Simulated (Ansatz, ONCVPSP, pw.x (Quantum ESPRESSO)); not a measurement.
# tungsten (W): does the ONCV potential hold in the solid?

- Element: tungsten (W)
- Generator: ONCVPSP 4.0.1
- Type: optimised norm-conserving Vanderbilt (ONCV)
- Functional: PBE
- Relativity: scalar-relativistic
- Frozen core: [Kr] 4d10 4f14
- Valence charge: 14
- Reference configuration: 5s2 5p6 5d4.5 6s1.5
- Partial waves: 5s+6s: rc 1.90 bohr, ncon 4, nbas 9, qcut 5.6 1/bohr, 2 projectors; 5p: rc 1.55 bohr, ncon 4, nbas 8, qcut 7 1/bohr, 1 projector; 5d: rc 1.75 bohr, ncon 4, nbas 8, qcut 5.6 1/bohr, 2 projectors, debl 1.1 Ha
- Local potential: polynomial inside 1.45 bohr (lpopt 5, dvloc0 4 Ha)
- Core correction: Teter function, fcfact 2.75, rcfact 1.05

Crystal test: sc W in pw.x 7.5, no spin, 12³ k-points, Fermi–Dirac smearing 0.01 Ry, cutoffs 80/320 Ry. The reference is all-electron LAPW (Ansatz 0.2.0) with the same functional, mesh and smearing; V0 and B0 come from Birch–Murnaghan fits to the pressures at five volumes. Errors are pseudo minus all-electron; Δ is the rms difference of the E(V) curves that follow from these fits, minima aligned, over ±6 % about the mean V0. Mesh and smearing are coarse, so the numbers serve the comparison and aren't converged zero-temperature values; the lattice is a test structure that the element need not adopt.

| V (Å³/atom) | P all-electron (GPa) | P pseudo (GPa) |
| --- | --- | --- |
| 17.612 | 9.79 | 4.78 |
| 18.076 | 3.46 | -1.19 |
| 18.539 | -2.09 | -6.43 |
| 19.002 | -6.95 | -11.02 |
| 19.466 | -11.21 | -15.03 |

All-electron: a0 = 2.638 Å (V0 = 18.36 Å³/atom), B0 = 216.4 GPa.

Pseudopotential: mean pressure error (GPa): -4.38; a0 (Å): 2.620; a0 error (%): -0.69; B0 error (%): +3.1; Δ (meV/atom): 18.3. This is a poor potential for the solid.

**Question.** At the middle volume, how do free energy and pressure move when the wave cutoff is lowered (ecutrho kept at four times it)?

**Answer.**

```
cutoff (Ry)  shift of F (meV/atom)  shift of P (GPa)
         36                 +343.9            -11.61
         48                  +24.7             -1.52
         64                   +7.1             -0.12
```

The run at the middle volume (84 k-points, 8 iterations) took about 18 s on one core of a shared host (AMD EPYC 7R43 64-Core Processor, 256 threads, 1004 GiB, load 168).
